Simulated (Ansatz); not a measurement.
Crystal: CdF2.

```
Cd F
1.0
     0.00000    2.69400    2.69400
     2.69400    0.00000    2.69400
     2.69400    2.69400    0.00000
Cd F
1 2
Direct
  0.00000 0.00000 0.00000
  0.75000 0.75000 0.75000
  0.25000 0.25000 0.25000
```

Base run:

- Program: Ansatz 0.2.0
- Functional: HSE06
- Potentials or basis: Ansatz PAW
- Cutoff: 420 eV (not typed: the program's choice for these potentials)
- k mesh: 5 × 5 × 5
- Occupations: fermi-dirac, width 0.05 eV
- Spin: no spin polarisation

Its results: band gap on the k mesh 5.30 eV, indirect (least direct gap 5.79 eV); pressure 1.8 GPa.

Q: The run is repeated on the same cell with these changes: functional from HSE06 to r2SCAN0; cutoff from 420 eV (not typed: the program's choice for these potentials) to 500 eV (not typed: the program's choice for these potentials). What comes out?

A: Band gap on the k mesh 6.52 eV, indirect (least direct gap 7.02 eV); pressure -1.9 GPa.

Caveats: the k mesh misses the band edges, so the gap on the mesh is wider than the one along the path; the PAW data sets come from PBE, with cores solved anew for the run's functional, which leaves a small shift of forces and pressure; the thresholds are loose for stress.
